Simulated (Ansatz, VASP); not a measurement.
Ge in VASP and in Ansatz

```xyz
1
Lattice="-1.3601 1.3601 1.3601 1.3601 -1.3601 1.3601 1.3601 1.3601 -1.3601" Properties=species:S:1:pos:R:3 pbc="T T T"
Ge    0.0000    0.0000    0.0000
```

Change from the starting cell: volume scaled by 0.52, LAPW.

Alike in both runs: task single point; functional PBE; k mesh 16 × 16 × 16; occupations fermi-dirac, width 0.08 eV; no spin polarisation.

|  | VASP | Ansatz |
| --- | --- | --- |
| version | VASP 6.6.1 | Ansatz 0.2.0 |
| potentials or method | VASP PAW PBE potentials, release 64 (Ge_d), cutoff 520 eV | all-electron LAPW, scalar-relativistic |

|  | VASP | Ansatz | Ansatz less VASP |
| --- | --- | --- | --- |
| pressure (GPa) | 184.3 | 183.5 | -0.83 |

Ansatz ran all-electron here, so the differences hold the error of VASP's frozen core and of both bases.

Caveats: the cell as given lies far from equilibrium; so large a pressure means that the cell lies far from this level's equilibrium, or that cutoff or potentials fall short (VASP).
